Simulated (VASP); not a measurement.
The system is Ge.

```
Ge
1.0
     4.00312    0.00000    0.00000
    -2.00156    3.46680    0.00000
     0.00000    0.00000   13.15671
Ge
8
Direct
  0.33333 0.66667 0.15594
  0.66667 0.33333 0.84406
  0.66667 0.33333 0.65594
  0.33333 0.66667 0.34406
  0.00000 0.00000 0.09315
  0.00000 0.00000 0.90685
  0.00000 0.00000 0.59315
  0.00000 0.00000 0.40685
```

This isn't the form of Ge at room conditions, which is diamond.

- Program: VASP 6.6.1
- Task: single point
- Functional: PBE
- Potentials or basis: VASP PAW PBE potentials, release 64 (Ge_d)
- Cutoff: 520 eV
- k mesh: 8 × 8 × 2
- Occupations: fermi-dirac, width 0.05 eV
- Spin: no spin polarisation

On this cell: pressure 2.9 GPa; largest force 0.004 eV/Å; band gap on the k mesh none (metal or under the smearing width).

The same run follows on a disturbed copy (atoms moved at random, drawn with an rms of 0.05 Å):

```
Ge
1.0
     4.00312    0.00000    0.00000
    -2.00156    3.46680    0.00000
     0.00000    0.00000   13.15671
Ge
8
Direct
  0.33464 0.67274 0.15660
  0.68131 0.33511 0.84377
  0.67024 0.33848 0.65385
  0.33505 0.66744 0.34123
  0.00791 0.00658 0.09299
  0.00807 0.99666 0.90772
  0.00350 0.01779 0.59793
  0.99970 0.00620 0.40941
```

Task: What changes?

Result: The energy (extrapolated to zero smearing) moves by +9.5 meV/atom; pressure 3.0 GPa; largest force 0.915 eV/Å; band gap on the k mesh none (metal or under the smearing width).

Forces on the atoms (eV/Å):
```
Ge   0.259  0.007 -0.329
Ge  -0.187 -0.178 -0.028
Ge  -0.295  0.498  0.609
Ge  -0.176  0.176  0.714
Ge  -0.249 -0.024  0.114
Ge   0.150  0.193 -0.175
Ge   0.321 -0.518 -0.682
Ge   0.176 -0.154 -0.224
```

Stress tensor (GPa, compression positive):
```
 3.19 -0.38  0.13
-0.38  2.97  0.20
 0.13  0.20  2.79
```
